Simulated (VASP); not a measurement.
# KI (Fm-3m) in VASP: settings compared

Aim: see how the results for KI move with the level of theory and the settings. Levels: PBEsol, PBE. Tasks: relaxation of cell and atoms, single point.

Program: VASP 6.6.1. These are calculated values, not measurements. Logs are shortened: lines on timing, memory, paths and dates and some standing lists are left out, and cuts for length are marked.

**What was measured.**

A printed reference work, monograph reports, for a bulk crystal of KI: band gap 6.32 eV.

The runs below are set against these values where they give the same quantity.

## 1. The structure

It takes space group Fm-3m (No. 225, cubic). The conventional cell has a = 7.016 Å, b = 7.016 Å, c = 7.016 Å, α = 90.00°, β = 90.00°, γ = 90.00°. K (site symmetry m-3m) has 6 I at 3.51 Å as nearest neighbours. Around I (site symmetry m-3m) lie 6 K at 3.51 Å.

## 2. Relaxation of cell and atoms, PBEsol

Contents of INCAR:

```
SYSTEM = KI
PREC = Accurate
ENCUT = 600
EDIFF = 1E-7
ISMEAR = 0
SIGMA = 0.03
LREAL = .False.
LASPH = .True.
NELM = 80
ALGO = Normal
ISIF = 3
LWAVE = .False.
LCHARG = .False.
GGA = PS
IBRION = 2
NSW = 90
EDIFFG = -0.005
KPAR = 4
```

Contents of KPOINTS:

```
Automatic mesh
0
Gamma
  8 8 8
  0 0 0
```

Contents of POSCAR:

```
KI                                      
1.0
   -0.0000000000      3.5081227350      3.5081227350
    3.5081227350      0.0000000000      3.5081227350
    3.5081227350      3.5081227350     -0.0000000000
  K               I             
     1     1
Direct
     0.0000000000000000    0.0000000000000000    0.0000000000000000
     0.5000000000000000    0.5000000000000000    0.5000000000000000
```

Potentials or basis: VASP PAW PBE potentials, release 64 (K_sv, I).

On the command line:

```console
$ cat potpaw_PBE.64/K_sv/POTCAR potpaw_PBE.64/I/POTCAR > POTCAR
$ mpirun -np 4 vasp_std > vasp.out
```

OUTCAR:

```text
SYSTEM = KI
   PREC = Accurate
   ENCUT = 600
   EDIFF = 1E-7
   ISMEAR = 0
   LREAL = .False.
   LASPH = .True.
   NELM = 80
   ISIF = 3
   GGA = PS
   IBRION = 2
   NSW = 90
   EDIFFG = -0.005

 ion  position               nearest neighbor table
   1  0.000  0.000  0.000-   2 3.51   2 3.51   2 3.51   2 3.51   2 3.51   2 3.51
   2  0.500  0.500  0.500-   1 3.51   1 3.51   1 3.51   1 3.51   1 3.51   1 3.51

  LATTYP: Found a face centered cubic cell.
 ALAT       =     7.0162454700

  Lattice vectors:

 A1 = (   0.0000000000,   3.5081227350,   3.5081227350)
 A2 = (   3.5081227350,   0.0000000000,   3.5081227350)
 A3 = (   3.5081227350,   3.5081227350,   0.0000000000)

Analysis of symmetry for initial positions (statically):
=====================================================================
 Subroutine PRICEL returns:
 Original cell was already a primitive cell.

 Routine SETGRP: Setting up the symmetry group for a
 face centered cubic supercell.

 Subroutine GETGRP returns: Found 48 space group operations
 (whereof 48 operations were pure point group operations)
 out of a pool of 48 trial point group operations.

The static configuration has the point symmetry O_h .

Analysis of symmetry for dynamics (positions and initial velocities):
=====================================================================
 Subroutine PRICEL returns:
 Original cell was already a primitive cell.

 Routine SETGRP: Setting up the symmetry group for a
 face centered cubic supercell.

 Subroutine GETGRP returns: Found 48 space group operations
 (whereof 48 operations were pure point group operations)
 out of a pool of 48 trial point group operations.

The dynamic configuration has the point symmetry O_h .

 Subroutine INISYM returns: Found 48 space group operations
 (whereof 48 operations are pure point group operations),
 and found     1 'primitive' translations

----------------------------------------------------------------------------------------

                                     Primitive cell

  volume of cell :      86.3484

  direct lattice vectors                    reciprocal lattice vectors
     0.000000000  3.508122735  3.508122735    -0.142526370  0.142526370  0.142526370
     3.508122735  0.000000000  3.508122735     0.142526370 -0.142526370  0.142526370
     3.508122735  3.508122735  0.000000000     0.142526370  0.142526370 -0.142526370

  length of vectors
[... 92 lines left out ...]
   PSTRESS=    0.0 pullay stress
   NELECT =      16.0000    total number of electrons
   NUPDOWN=      -1.0000    fix difference up-down
   EMIN   =  10.00;   EMAX   =-10.00  energy-range for DOS
   EFERMI =   0.00;   METHOD = LEGACY
   ISMEAR =     0;   SIGMA  =   0.03  broadening in eV -4-tet -1-fermi 0-gaus
   EFERMI_NEDOS =   21; number of points for ismear=-14 and -15
   IALGO  =     38    algorithm
   IMIX   =      4    mixing-type and parameters
     AMIX     =   0.40;   BMIX     =  1.00
     AMIX_MAG =   1.60;   BMIX_MAG =  1.00
  volume/ion in A,a.u.               =      43.17       291.35
  Fermi-wavevector in a.u.,A,eV,Ry     =   0.933319  1.763717 11.851819  0.871084
  Thomas-Fermi vector in A             =   2.060008
   LORBIT       =      0    0 simple, 1 ext, 2 COOP (PROOUT), +10 PAW based schemes
   GGA     = PS    functional components
   LHFCALC =     F    Hartree Fock is set to
   AEXX    =    0.0000 exact exchange contribution
   IVDW    =     0    specifies the selected vdW correction
   LEPSILON=     F    determine dielectric tensor
   LRPA    =     F    only Hartree local field effects (RPA)
 conjugate gradient relaxation of ions
 non-spin polarized calculation
 Gauss-broadening in eV      SIGMA  =   0.03
  energy-cutoff  :      600.00
  volume of cell :       86.35
 maximum number of plane-waves:      2894
   NGX = 19   NGY = 19   NGZ = 19

 number of electron      15.9999999 magnetization

 Free energy of the ion-electron system (eV)
  ---------------------------------------------------
  ext. energy  EPLUGINS =         0.00000000
  ---------------------------------------------------
  free energy    TOTEN  =        -5.81600762 eV

  energy without entropy =       -5.81600762  energy(sigma->0) =       -5.81600762

 E-fermi :  -0.2348     XC(G=0):  -7.4276

 val. band max:       -0.3992625493   @ k =   0.0000   0.0000   0.0000
 cond. band min:       3.4598045526   @ k =   0.0000   0.0000   0.0000
 fundamental gap:      3.8590671019
 Fermi energy:        -0.2347909953

 k-point     1 :       0.0000    0.0000    0.0000
  band No.  band energies     occupation
      1     -28.6888      2.00000
      2     -12.2447      2.00000
      3     -12.2447      2.00000
      4     -12.2447      2.00000
      5     -10.9690      2.00000
      6      -0.3993      2.00000
      7      -0.3993      2.00000
      8      -0.3993      2.00000
      9       3.4598      0.00000
     10       6.0172      0.00000
     11       6.0172      0.00000
     12       6.0172      0.00000
[... 331 lines left out ...]
 k-point    24 :      -0.3750    0.2500    0.1250
  band No.  band energies     occupation
      1     -28.6860      2.00000
      2     -12.3788      2.00000
      3     -12.2643      2.00000
      4     -12.2545      2.00000
      5     -10.6925      2.00000
      6      -1.5725      2.00000
      7      -0.9787      2.00000
      8      -0.8126      2.00000
      9       5.5362      0.00000
     10       6.3653      0.00000
     11       6.9830      0.00000
     12       7.8489      0.00000

 [... further k-points ...]

------------------------ aborting loop because EDIFF is reached ----------------------------------------

  FORCE on cell =-STRESS in cart. coord.  units (eV):
  Direction    XX          YY          ZZ          XY          YZ          ZX
  --------------------------------------------------------------------------------------
  -------------------------------------------------------------------------------------
  Total       -0.0021517     -0.0021517     -0.0021517      0.0000000      0.0000000     -0.0000000
  in kB       -0.0399242     -0.0399242     -0.0399242      0.0000000      0.0000000     -0.0000000
  external PRESSURE =      -0.0399242 kB  Pullay stress =       0.0000000 kB

 VOLUME and BASIS-vectors are now :
 -----------------------------------------------------------------------------
  energy-cutoff  :      600.00
  volume of cell :       86.35
      direct lattice vectors                 reciprocal lattice vectors
     0.000000000  3.508122735  3.508122735    -0.142526370  0.142526370  0.142526370
     3.508122735  0.000000000  3.508122735     0.142526370 -0.142526370  0.142526370
     3.508122735  3.508122735  0.000000000     0.142526370  0.142526370 -0.142526370

 POSITION                                       TOTAL-FORCE (eV/Angst)
 -----------------------------------------------------------------------------------
      0.00000      0.00000      0.00000        -0.000000     -0.000000     -0.000000
      3.50812      3.50812      3.50812         0.000000      0.000000      0.000000
 -----------------------------------------------------------------------------------
    total drift:                                0.000000     -0.000000     -0.000000

  FREE ENERGIE OF THE ION-ELECTRON SYSTEM (eV)
  ---------------------------------------------------
  free  energy   TOTEN  =        -5.8160076227 eV

  energy  without entropy=       -5.8160076227  energy(sigma->0) =       -5.81600762

 reached required accuracy - stopping structural energy minimisation
```

OSZICAR:

```text
N       E                     dE             d eps       ncg     rms          rms(c)
DAV:   1     0.100084433962E+03    0.10008E+03   -0.71249E+03   696   0.126E+03
DAV:   2     0.544595369228E+00   -0.99540E+02   -0.92157E+02   832   0.260E+02
DAV:   3    -0.562044524254E+01   -0.61650E+01   -0.61452E+01   936   0.598E+01
DAV:   4    -0.589728396050E+01   -0.27684E+00   -0.27654E+00  1296   0.109E+01
DAV:   5    -0.589845406355E+01   -0.11701E-02   -0.11701E-02   896   0.775E-01    0.304E+00
DAV:   6    -0.581856645037E+01    0.79888E-01   -0.11068E-01   856   0.244E+00    0.219E+00
DAV:   7    -0.581180306604E+01    0.67634E-02   -0.12257E-01   860   0.220E+00    0.872E-01
DAV:   8    -0.581583724798E+01   -0.40342E-02   -0.16209E-02   852   0.110E+00    0.240E-01
DAV:   9    -0.581571835239E+01    0.11890E-03   -0.63618E-04   916   0.177E-01    0.103E-01
DAV:  10    -0.581600337047E+01   -0.28502E-03   -0.47887E-04   828   0.128E-01    0.922E-02
DAV:  11    -0.581600614780E+01   -0.27773E-05   -0.68217E-05   900   0.536E-02    0.140E-02
DAV:  12    -0.581600656501E+01   -0.41721E-06   -0.39961E-06   892   0.205E-02    0.100E-02
DAV:  13    -0.581600744257E+01   -0.87756E-06   -0.10313E-06   840   0.779E-03    0.412E-03
DAV:  14    -0.581600760264E+01   -0.16007E-06   -0.18810E-07   860   0.353E-03    0.102E-03
DAV:  15    -0.581600762267E+01   -0.20030E-07   -0.66056E-09   576   0.708E-04
   1 F= -.58160076E+01 E0= -.58160076E+01  d E =-.581601E+01
```

CONTCAR:

```text
KI
   1.00000000000000
     0.0000000000000000    3.5081227350000002    3.5081227350000002
     3.5081227350000002    0.0000000000000000    3.5081227350000002
     3.5081227350000002    3.5081227350000002    0.0000000000000000
  K               I
     1     1
Direct
     0.0000000000000000    0.0000000000000000    0.0000000000000000
     0.5000000000000000    0.5000000000000000    0.5000000000000000

  0.00000000E+00  0.00000000E+00  0.00000000E+00
  0.00000000E+00  0.00000000E+00  0.00000000E+00
```

It took 12 s on 4 MPI ranks of AMD EPYC 9R45 (Zen 5), shared host; peak memory 0.22 GiB.

Results:

| Quantity | Value |
| --- | --- |
| Free energy | -5.8160 eV |
| Pressure after relaxing | 0.0 GPa |
| Band gap on the k mesh | 3.86 eV, direct |

Final structure:
```
K I
1.0
     0.00000    3.50812    3.50812
     3.50812    0.00000    3.50812
     3.50812    3.50812    0.00000
K I
1 1
Direct
  0.00000 0.00000 0.00000
  0.50000 0.50000 0.50000
```

Caveat: the relaxation stopped at its first step, so nothing moved; the PAW data sets were made with another functional, which shifts forces and pressure a little; spin-orbit coupling is left out, which moves the levels of the heavy elements.

(Part 1 of 2 ends here.)
